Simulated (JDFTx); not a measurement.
# SiC (Moissanite 3C) (F-43m) in JDFTx: reference runs

Aim: a first look at SiC (Moissanite 3C) with PBEsol, on the cell as given.

Program: JDFTx 1.7.0 (patched build). These are calculated values, not measurements. Logs are shortened: lines on timing, memory, paths and dates and some standing lists are left out, and cuts for length are marked. The log counts tension as positive stress, the text compression.

**Measured values to compare with.**

“Insight into the structural, elastic and electronic properties of a new orthorhombic 6O-SiC polytype”, 2020, pmc:7200658 quotes, for a bulk crystal of SiC: band gap 2.4 eV (indirect).

The runs below are set against these values where they give the same quantity.

## (1) The crystal as given

It takes space group F-43m (No. 216, cubic). The conventional cell has a = 4.358 Å, b = 4.358 Å, c = 4.358 Å, α = 90.00°, β = 90.00°, γ = 90.00°. Around Si (site symmetry -43m) lie 4 C at 1.89 Å. C (site symmetry -43m) has 4 Si at 1.89 Å as nearest neighbours.

## (2) Single point, PBEsol

SiC.in reads:

```
lattice \
    0.0000000000     4.1177132256     4.1177132256 \
    4.1177132256     0.0000000000     4.1177132256 \
    4.1177132256     4.1177132256     0.0000000000
coords-type Lattice
ion Si     0.0000000000     0.0000000000     0.0000000000 1
ion C      0.7500000000     0.7500000000     0.7500000000 1

ion-species pseudo/Si.upf
ion-species pseudo/C.upf
elec-cutoff 41 328
elec-ex-corr gga-PBEsol
kpoint-folding 10 10 10
elec-smearing Fermi 0.0018374661
elec-n-bands 9
electronic-SCF nIterations 100 energyDiffThreshold 1e-09
electronic-minimize nIterations 30 energyDiffThreshold 1e-7
converge-empty-states yes
forces-output-coords Cartesian

dump-name run.$VAR
dump End Ecomponents EigStats BandEigs Kpoints Forces Stress ElecDensity Dtot KEdensity
```

Potentials or basis: PseudoDojo-SR-PBEsol-0.4.1-standard with smoothed tails.

Run with:

```sh
> jdftx -c 1 -i SiC.in -o SiC.out
```

The program printed:

```text
*************** JDFTx 1.7.0 (patched build) ***************

Input parsed successfully to the following command list (including defaults):
[... the input with its defaults ...]

---------- Setting up symmetries ----------

Found 48 point-group symmetries of the bravais lattice
Found 24 space-group symmetries with basis
Applied RMS atom displacement 0 bohrs to make symmetries exact.

---------- Initializing the Grid ----------
R =
[            0      4.11771      4.11771  ]
[      4.11771            0      4.11771  ]
[      4.11771      4.11771            0  ]
unit cell volume = 139.636
G =
[  -0.762946   0.762946   0.762946  ]
[   0.762946  -0.762946   0.762946  ]
[   0.762946   0.762946  -0.762946  ]
Minimum fftbox size, Smin = [  48  48  48  ]
Chosen fftbox size, S = [  48  48  48  ]

---------- Initializing tighter grid for wavefunction operations ----------
R =
[            0      4.11771      4.11771  ]
[      4.11771            0      4.11771  ]
[      4.11771      4.11771            0  ]
unit cell volume = 139.636
G =
[  -0.762946   0.762946   0.762946  ]
[   0.762946  -0.762946   0.762946  ]
[   0.762946   0.762946  -0.762946  ]
Minimum fftbox size, Smin = [  36  36  36  ]
Chosen fftbox size, S = [  36  36  36  ]

---------- Exchange Correlation functional ----------
Initalized PBEsol GGA exchange.
Initalized PBEsol GGA correlation.

---------- Setting up pseudopotentials ----------
Width of ionic core gaussian charges (only for fluid interactions / plotting) set to 0

Reading pseudopotential file 'pseudo/Si.upf':
  'Si' pseudopotential, 'PBESOL' functional
  Generated using ONCVPSP code by D. R. Hamann
  4 valence electrons, 2 orbitals, 6 projectors, 1001 radial grid points, with lMax = 2
    3S    l: 0   occupation:  2.0   eigenvalue: -0.395742
    3P    l: 1   occupation:  2.0   eigenvalue: -0.149099
  Core radius for overlap checks: 1.86 bohrs.

Reading pseudopotential file 'pseudo/C.upf':
  'C' pseudopotential, 'PBESOL' functional
  Generated using ONCVPSP code by D. R. Hamann
  4 valence electrons, 2 orbitals, 4 projectors, 1001 radial grid points, with lMax = 1
    2S    l: 0   occupation:  2.0   eigenvalue: -0.501565
    2P    l: 1   occupation:  2.0   eigenvalue: -0.192331
  Core radius for overlap checks: 1.21 bohrs.

Initialized 2 species with 2 total atoms.

Folded 1 k-points by 10x10x10 to 1000 k-points.

---------- Setting up k-points, bands, fillings ----------
Adding inversion symmetry to k-mesh for non-inversion-symmetric unit cell.
Reduced to 47 k-points under symmetry.
Computing the number of bands and number of electrons
Calculating initial fillings.
nElectrons:   8.000000   nBands: 9   nStates: 47

----- Setting up reduced wavefunction bases (one per k-point) -----
average nbasis = 1750.583 , ideal nbasis = 1750.927

---------- Setting up ewald sum ----------
Optimum gaussian width for ewald sums = 1.870194 bohr.
Real space sum over 1331 unit cells with max indices [  5  5  5  ]
Reciprocal space sum over 2197 terms with max indices [  6  6  6  ]

---------- Allocating electronic variables ----------
Initializing wave functions:  linear combination of atomic orbitals
Note: number of bands (9) exceeds available atomic orbitals (8)
Si pseudo-atom occupations:   s ( 2 )  p ( 2 )
C pseudo-atom occupations:   s ( 2 )  p ( 2 )
	FillingsUpdate:  mu: +0.480990281  nElectrons: 8.000000
LCAOMinimize: Iter:   0  F: -9.5315371593237472  |grad|_K:  1.048e-02  alpha:  1.000e+00
	FillingsUpdate:  mu: +0.423331834  nElectrons: 8.000000
LCAOMinimize: Iter:   1  F: -9.6237531655364492  |grad|_K:  2.003e-04  alpha:  4.230e-01  linmin: -4.945e-01  cgtest:  8.437e-01
LCAOMinimize: Encountered beta<0, resetting CG.
[... 6 lines of inner loops ...]
LCAOMinimize: Iter:   4  F: -9.6237957922498794  |grad|_K:  4.373e-07  alpha:  7.862e-01  linmin:  1.698e-05  cgtest: -2.961e-05
	FillingsUpdate:  mu: +0.422215686  nElectrons: 8.000000
LCAOMinimize: Iter:   5  F: -9.6237957924426247  |grad|_K:  1.191e-08  alpha:  5.294e-01  linmin: -4.739e-04  cgtest:  1.715e-03
LCAOMinimize: Converged (|Delta F|<1.000000e-06 for 2 iters).

-------- Electronic minimization -----------
Will mix electronic density at each iteration.
	FillingsUpdate:  mu: +0.422215686  nElectrons: 8.000000
	FillingsUpdate:  mu: +0.369849892  nElectrons: 8.000000
SCF: Cycle:  0   F: -9.702046438054275   dF: -7.825e-02   |Residual|: 5.810e-02   |deigs|: 2.279e-01
	FillingsUpdate:  mu: +0.368749247  nElectrons: 8.000000
SCF: Cycle:  1   F: -9.703333039670442   dF: -1.287e-03   |Residual|: 3.159e-02   |deigs|: 1.123e-02
	FillingsUpdate:  mu: +0.369579496  nElectrons: 8.000000
SCF: Cycle:  2   F: -9.703440262510098   dF: -1.072e-04   |Residual|: 4.962e-03   |deigs|: 3.281e-03
	FillingsUpdate:  mu: +0.370448799  nElectrons: 8.000000
SCF: Cycle:  3   F: -9.703461665019976   dF: -2.140e-05   |Residual|: 3.782e-03   |deigs|: 1.176e-03
	FillingsUpdate:  mu: +0.370339194  nElectrons: 8.000000
SCF: Cycle:  4   F: -9.703469500916713   dF: -7.836e-06   |Residual|: 8.669e-04   |deigs|: 1.989e-04
	FillingsUpdate:  mu: +0.370333433  nElectrons: 8.000000
SCF: Cycle:  5   F: -9.703469756302944   dF: -2.554e-07   |Residual|: 4.638e-04   |deigs|: 1.032e-04
	FillingsUpdate:  mu: +0.370360704  nElectrons: 8.000000
SCF: Cycle:  6   F: -9.703469953286334   dF: -1.970e-07   |Residual|: 1.368e-04   |deigs|: 9.043e-05
	FillingsUpdate:  mu: +0.370366321  nElectrons: 8.000000
SCF: Cycle:  7   F: -9.703469968931325   dF: -1.564e-08   |Residual|: 4.163e-05   |deigs|: 7.143e-05
	FillingsUpdate:  mu: +0.370371798  nElectrons: 8.000000
SCF: Cycle:  8   F: -9.703469971837515   dF: -2.906e-09   |Residual|: 1.023e-05   |deigs|: 7.353e-05
	FillingsUpdate:  mu: +0.370371888  nElectrons: 8.000000
SCF: Cycle:  9   F: -9.703469972421344   dF: -5.838e-10   |Residual|: 9.940e-06   |deigs|: 1.752e-04
	FillingsUpdate:  mu: +0.370371660  nElectrons: 8.000000
SCF: Cycle: 10   F: -9.703469972648527   dF: -2.272e-10   |Residual|: 6.378e-06   |deigs|: 2.363e-04
SCF: Converged (|Delta E|<1.000000e-09 for 2 iters).

Setting wave functions to eigenvectors of Hamiltonian
Converging empty states (this may take a while):
EmptyStates: None of the convergence criteria satisfied.
|deigs|: 1.614e-03

# Stress tensor in Cartesian coordinates [Eh/a0^3]:
[  4.57331e-06            0            0  ]
[            0  4.57331e-06            0  ]
[            0            0  4.57331e-06  ]

# Ionic positions in lattice coordinates:
ion Si   0.000000000000000   0.000000000000000   0.000000000000000 1
ion C   0.750000000000000   0.750000000000000   0.750000000000000 1

# Forces in Cartesian coordinates:
force Si   0.000000000000000  -0.000000000000000  -0.000000000000000 1
force C   0.000000000000000  -0.000000000000000  -0.000000000000000 1

# Energy components:
   Eewald =      -10.4656108845110634
       EH =        1.1460619551244533
     Eloc =       -3.3516128415662410
      Enl =        0.2995559525266897
      Exc =       -3.7533110633753415
 Exc_core =        0.5526282335217205
       KE =        5.8688186774890081
-------------------------------------
     Etot =       -9.7034699707907723
       TS =        0.0000000018577550
-------------------------------------
        F =       -9.7034699726485272

IonicMinimize: Iter:   0  F: -9.703469972648527  |grad|_K:  4.177e-36
IonicMinimize: Converged (|grad|_K<1.000000e-04).

#--- Lowdin population analysis ---
# oxidation-state Si +1.066
# oxidation-state C -0.996

Dumping 'run.eigStats' ...
	eMin: -0.220322 at state 0 ( [ +0.000000 +0.000000 +0.000000 ] spin 0 )
	HOMO: +0.346868 at state 0 ( [ +0.000000 +0.000000 +0.000000 ] spin 0 )
	mu  : +0.370371
	LUMO: +0.392452 at state 30 ( [ +0.000000 +0.500000 +0.500000 ] spin 0 )
	eMax: +0.934994 at state 5 ( [ +0.000000 +0.000000 +0.500000 ] spin 0 )
	HOMO-LUMO gap: +0.045584
	Optical gap  : +0.163829 at state 30 ( [ +0.000000 +0.500000 +0.500000 ] spin 0 )
WARNING: the last solve of the electrons (or of bands or displaced states from it) ended unconverged.
Done!
[note: mu as printed may lie anywhere between the filled and the empty levels]
```

Wall time 25 s (1 thread of Intel Xeon 6975P-C (Granite Rapids), shared host); peak memory 0.09 GiB.

What came out:

| Item | Value |
| --- | --- |
| Free energy | -264.0449 eV |
| Pressure | -0.1 GPa |
| Band gap on the k mesh | 1.24 eV, indirect (least direct gap 4.46 eV) |
| Loewdin charges | Si +1.07; C -1.00 e |

Levels at points of the mesh, in eV from the valence-band top:
| k point | band 1 | band 2 | band 3 | band 4 | band 5 |
| --- | --- | --- | --- | --- | --- |
| (0.00, 0.00, 0.00) | -15.43 | 0.00 | 0.00 | 0.00 | 6.17 |
| (0.00, 0.00, 0.50) | -11.83 | -8.61 | -1.06 | -1.06 | 5.36 |
| (0.00, 0.50, 0.50) | -10.37 | -7.84 | -3.22 | -3.22 | 1.24 |

Caveat: the empty levels aren't tightly converged.

## (3) How close it comes

Step 2. A measured gap of SiC is 2.4 eV (indirect; quoted in “Insight into the structural, elastic and electronic properties of a new orthorhombic 6O-SiC polytype”, 2020, pmc:7200658); the calculated 1.24 eV misses it by -1.16 eV. The value is that of PBEsol on a finite k mesh, which can miss the band edges, without temperature or zero-point motion. Semilocal functionals fall short of measured gaps as a rule.
